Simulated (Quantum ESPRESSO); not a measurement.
**How a distortion at fixed volume moves the moments of NiO**

Aim: follow moments and order energies of NiO with a distortion at fixed volume.

Calculated with Quantum ESPRESSO 7.5; PBE with U = 6 eV on Ni d (ortho-atomic projectors); plane waves with GBRV 1.5 PBE potentials, no spin-orbit coupling.

This is a report of a sequence of runs, with most program output left out.

## 1. Starting point

It takes space group Fm-3m (No. 225, cubic). Conventional cell: a = 4.177 Å, b = 4.177 Å, c = 4.177 Å, α = 90.00°, β = 90.00°, γ = 90.00°. Nearest to Ni lie 6 O at 2.09 Å. Nearest to O lie 6 Ni at 2.09 Å. Farther neighbours and most contacts between anions are not listed.

The lattice constants were typed from memory of published values and not checked against a source.

## 2. Factor along z 0.92, ferro +

Lengths along Cartesian z scale by the factor and those normal to it by its inverse root. Atoms keep their fractional places. Seeded atoms are those given a starting moment.

pw.in reads:

```
&CONTROL
  calculation = 'scf'
  prefix = 'pwscf'
  outdir = './tmp'
  pseudo_dir = './pseudo'
  disk_io = 'nowf'
  tprnfor = .true.
  tstress = .true.
/
&SYSTEM
  ibrav = 0
  celldm(1) = 8
  nat = 2
  ntyp = 2
  ecutwfc = 40
  ecutrho = 280
  nbnd = 20
  occupations = 'smearing'
  smearing = 'fd'
  degauss = 0.00367493
  nspin = 2
  starting_magnetization(1) = 0.1111
  starting_magnetization(2) = 0
/
&ELECTRONS
  conv_thr = 4d-09
  electron_maxstep = 150
  mixing_beta = 0.3
/
ATOMIC_SPECIES
Ni     58.6934 ni_pbe_v1.4.uspp.F.UPF
O      15.9990 o_pbe_v1.2.uspp.F.UPF
CELL_PARAMETERS alat
   0.0000000000000    0.5143389879438    0.4538696962973
   0.5143389879438    0.0000000000000    0.4538696962973
   0.5143389879438    0.5143389879438    0.0000000000000
ATOMIC_POSITIONS crystal
Ni      0.0000000000    0.0000000000    0.0000000000
O       0.5000000000    0.5000000000    0.5000000000
K_POINTS automatic
10 10 10 0 0 0
HUBBARD {ortho-atomic}
U Ni-3d 6.0000
```

Run with:

```sh
OMP_NUM_THREADS=1 mpirun -n 4 pw.x -nk 4 -in pw.in > pw.out
```

Wall time 11 s (4 MPI ranks of Arm Neoverse V2, shared host); peak memory 0.28 GiB.

Spin moment in the atom's sphere by atom:

| atom | spin moment in the atom's sphere (μB) |
| --- | --- |
| Ni1 | 1.68 |
| O2 | 0.20 |

This step gave:

| Quantity | Value |
| --- | --- |
| smearing term TS | 4.67e-7 eV |
| pressure | 17.96 GPa |
| magnetization | 2 μB |
| absolute magnetization | 2.011 μB |
| final state | ferromagnetic |

## 3. Factor along z 0.92, antiferro q=(0,0,1/2) +-

The wavevector q is in fractions of the reciprocal vectors of the crystal's primitive cell, as the cells of these inputs are built from it; moments change sign between cells as cos(2π q·R).

pw.in reads:

```
&CONTROL
  calculation = 'scf'
  prefix = 'pwscf'
  outdir = './tmp'
  pseudo_dir = './pseudo'
  disk_io = 'nowf'
  tprnfor = .true.
  tstress = .true.
/
&SYSTEM
  ibrav = 0
  celldm(1) = 8
  nat = 4
  ntyp = 3
  ecutwfc = 40
  ecutrho = 280
  nbnd = 33
  occupations = 'smearing'
  smearing = 'fd'
  degauss = 0.00367493
  nspin = 2
  starting_magnetization(1) = 0.1111
  starting_magnetization(2) = -0.1111
  starting_magnetization(3) = 0
/
&ELECTRONS
  conv_thr = 8d-09
  electron_maxstep = 150
  mixing_beta = 0.3
/
ATOMIC_SPECIES
Ni1    58.6934 ni_pbe_v1.4.uspp.F.UPF
Ni2    58.6934 ni_pbe_v1.4.uspp.F.UPF
O      15.9990 o_pbe_v1.2.uspp.F.UPF
CELL_PARAMETERS alat
   0.0000000000000    0.5143389879438    0.4538696962973
   0.5143389879438    0.0000000000000    0.4538696962973
   1.0286779758875    1.0286779758875    0.0000000000000
ATOMIC_POSITIONS crystal
Ni1     0.0000000000    0.0000000000    0.0000000000
Ni2     0.0000000000    0.0000000000    0.5000000000
O       0.5000000000    0.5000000000    0.2500000000
O       0.5000000000    0.5000000000    0.7500000000
K_POINTS automatic
10 10 5 0 0 0
HUBBARD {ortho-atomic}
U Ni1-3d 6.0000
U Ni2-3d 6.0000
```

It took 79 s on 4 MPI ranks; peak memory 0.51 GiB.

Spin moment in the atom's sphere by atom:

```csv
atom,spin moment in the atom's sphere (μB)
Ni1,1.63
Ni2,-1.63
O3,0.00
O4,0.00
```

Read from the output:

- smearing term TS: 6.68e-13 eV
- pressure: 14.97 GPa
- magnetization: 0 μB
- absolute magnetization: 3.601 μB
- final state: antiferromagnetic

## 4. Factor along z 0.92, no spin polarisation

pw.in reads:

```
&CONTROL
  calculation = 'scf'
  prefix = 'pwscf'
  outdir = './tmp'
  pseudo_dir = './pseudo'
  disk_io = 'nowf'
  tprnfor = .true.
  tstress = .true.
/
&SYSTEM
  ibrav = 0
  celldm(1) = 8
  nat = 2
  ntyp = 2
  ecutwfc = 40
  ecutrho = 280
  nbnd = 19
  occupations = 'smearing'
  smearing = 'fd'
  degauss = 0.00367493
/
&ELECTRONS
  conv_thr = 4d-09
  electron_maxstep = 150
  mixing_beta = 0.3
/
ATOMIC_SPECIES
Ni     58.6934 ni_pbe_v1.4.uspp.F.UPF
O      15.9990 o_pbe_v1.2.uspp.F.UPF
CELL_PARAMETERS alat
   0.0000000000000    0.5143389879438    0.4538696962973
   0.5143389879438    0.0000000000000    0.4538696962973
   0.5143389879438    0.5143389879438    0.0000000000000
ATOMIC_POSITIONS crystal
Ni      0.0000000000    0.0000000000    0.0000000000
O       0.5000000000    0.5000000000    0.5000000000
K_POINTS automatic
10 10 10 0 0 0
HUBBARD {ortho-atomic}
U Ni-3d 6.0000
```

It took 6.5 s on 4 MPI ranks; peak memory 0.25 GiB; 26 s of CPU time.

Read from the output:

```yaml
smearing_term_ts: 0.003925 eV
pressure: 5.245 GPa
final_state: non-magnetic (no spin polarisation)
```

## 5. Factor along z 1.08, ferro +

Edit pw.in of step 4 so:

```diff
@@ -16,3 +16,3 @@
   ecutrho = 280
-  nbnd = 19
+  nbnd = 20
   occupations = 'smearing'
@@ -20,2 +20,5 @@
   degauss = 0.00367493
+  nspin = 2
+  starting_magnetization(1) = 0.1111
+  starting_magnetization(2) = 0
 /
@@ -30,5 +33,5 @@
 CELL_PARAMETERS alat
-   0.0000000000000    0.5143389879438    0.4538696962973
-   0.5143389879438    0.0000000000000    0.4538696962973
-   0.5143389879438    0.5143389879438    0.0000000000000
+   0.0000000000000    0.4747133900973    0.5328035565229
+   0.4747133900973    0.0000000000000    0.5328035565229
+   0.4747133900973    0.4747133900973    0.0000000000000
 ATOMIC_POSITIONS crystal
```

It took 11 s on 4 MPI ranks; peak memory 0.28 GiB; 44 s of CPU time.

This step gave:

- smearing term TS: 2.66e-7 eV
- pressure: 16.20 GPa
- magnetization: 2 μB
- absolute magnetization: 2.012 μB
- final state: ferromagnetic
- largest moment: 1.709 μB

## 6. The series

The runs not shown differ from these in the moved quantity alone.

States, by row:

```
tetragonal        ferro +  antiferro q=(0,0,1/2) +-  no spin polarisation
      0.92  ferromagnetic         antiferromagnetic          non-magnetic
      0.95  ferromagnetic         antiferromagnetic          non-magnetic
      0.98  ferromagnetic         antiferromagnetic                     -
         1  ferromagnetic         antiferromagnetic          non-magnetic
      1.02  ferromagnetic         antiferromagnetic          non-magnetic
      1.05  ferromagnetic         antiferromagnetic          non-magnetic
      1.08  ferromagnetic         antiferromagnetic          non-magnetic
```

Table of largest site moment by tetragonal:

```
tetragonal (factor)  ferro + (μB)  antiferro q=(0,0,1/2) +- (μB)
             0.9200          1.68                           1.63
             0.9500          1.70                           1.65
             0.9800          1.72                           1.67
             1.0000          1.73                           1.68
             1.0200          1.73                           1.67
             1.0500          1.72                           1.66
             1.0800          1.71                           1.65
```

Table of energy less that of the parallel start by tetragonal; values in meV a seeded atom:

```
tetragonal (factor)  antiferro q=(0,0,1/2) +-  no spin polarisation
             0.9200                      -106                  1397
             0.9500                      -104                  1642
             0.9800                      -103                     -
             1.0000                      -103                  1938
             1.0200                      -103                  1841
             1.0500                      -105                  1656
             1.0800                      -107                  1450
```

Table of energy over the lowest by tetragonal; values in meV an atom:

```csv
tetragonal (factor),ferro +,"antiferro q=(0,0,1/2) +-",no spin polarisation
0.9200,152,98.7,850
0.9500,87.4,35.2,908
0.9800,57.1,5.34,-
1.0000,51.6,0,1020
1.0200,56.5,4.75,977
1.0500,80.3,28.0,908
1.0800,121,67.7,846
```

## 7. Outcome

```
moment, parallel start       : 1.68 to 1.73 μB
states met from these starts : antiferromagnetic and ferromagnetic
```

In words: The moment of the parallel start goes from 1.68 μB at 0.92 to 1.71 μB at 1.08, by way of 1.73 μB. The net moment of the cell goes from 2 to 2 μB. The radius of the spheres follows the nearest distance, so part of the change of the site moments is the spheres'. The largest moment of the start antiferro q=(0,0,1/2) +- lies between 1.63 and 1.68 μB. Dashes mark runs that did not finish or were not started for lack of time. The start antiferro q=(0,0,1/2) +- lies under the parallel one at every finished point, by 103 to 107 meV a seeded atom.

[Logs and program files are shortened in this print: banners, set-up blocks, solver, clock and traceback lines can be left out without a mark of their own.]

[Logs are printed without paths, hosts, clocks, repeated set-up lines and the standing remarks that a program may print on its own settings, such as how far it seeks lower states.]

[Hosts, paths, dates, database ids (printed as entryN), source tags and the programs' standing remarks are cut or masked in the printed files.]

[Where a cell is said to come from a database of computed structures, the database is the Materials Project.]
